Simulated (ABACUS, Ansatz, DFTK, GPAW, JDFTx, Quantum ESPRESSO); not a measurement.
# One calculation of Mn3Si, 6 ways

```
CELL_PARAMETERS angstrom
0.00000 2.86100 2.86100
2.86100 0.00000 2.86100
2.86100 2.86100 0.00000
ATOMIC_POSITIONS crystal
Mn 0.75000 0.75000 0.75000
Mn 0.25000 0.25000 0.25000
Mn 0.50000 0.50000 0.50000
Si 0.00000 0.00000 0.00000
```

Alike in all runs: task single point; functional PBEsol; k mesh 8 × 8 × 8; occupations fermi-dirac, width 0.05 eV; collinear spin, ferromagnetic start; no spin-orbit coupling. Pressure is positive in compression and, in plane waves, holds the error of the finite cutoff.

| program and potentials | plane-wave cutoff (eV) | notes | band gap (eV) | pressure (GPa) | net moment per atom (μB) |
| --- | --- | --- | --- | --- | --- |
| DFTK, PseudoDojo SR PBEsol 0.4.1 standard (PBEsol) | 1306 | - | no gap | -15.35 | 0.25 |
| ABACUS, PseudoDojo NC SR 0.4.1 PBEsol standard, plane waves | 1320 | - | no gap | -15.33 | 0.25 |
| Ansatz, all-electron LAPW, scalar-relativistic | - | - | no gap | -15.88 | 0.25 |
| Quantum ESPRESSO, GBRV 1.5 PBEsol | 612 | - | no gap | -15.78 | 0.25 |
| GPAW, PAW data sets generated for this functional | 600 | - | no gap | -14.33 | 0.25 |
| JDFTx, PseudoDojo-SR-PBEsol-0.4.1-standard with smoothed tails | 1306 | - | no gap | -15.35 | 0.25 |

None finds a gap. The pressure spans -15.88 (Ansatz, all-electron LAPW, scalar-relativistic) to -14.33 GPa (GPAW, PAW data sets generated for this functional), with all-electron results at -15.88. All agree on the net moment per atom. The cell lies far from this level's equilibrium. The state is the one that the start led to, which needn't be the lowest.

The functional is the same throughout but for its coding, so the spread measures potentials, basis and numerics; runs on potential files found faulty are left out.
